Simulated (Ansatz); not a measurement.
```yaml
crystal:
  lattice:
    - [0.00000, 2.64978, 2.64978]
    - [2.64978, 0.00000, 2.64978]
    - [2.64978, 2.64978, 0.00000]
  atoms:
    - { symbol: Zn, position: [0.00000, 0.00000, 0.00000] }
    - { symbol: S, position: [0.25000, 0.25000, 0.25000] }
```

PBE in Ansatz, hard PAW set made for 700 eV, wave cutoff 700 eV, 4×4×4 mesh, fixed fractional positions. The pressure is 7.1 GPa and the gap on the mesh 2.36 eV.

Problem. The cell is scaled evenly to 1.128 times its volume. What pressure and gap follow, and what mean bulk modulus do the two pressures imply?

Solution. -2.3 GPa, gap 1.84 eV; B = −ΔP/Δln V ≈ 78 GPa over this range.

The cell is a model at fixed atoms and needn't be the relaxed known crystal. The mesh is coarse, so these values aren't converged.
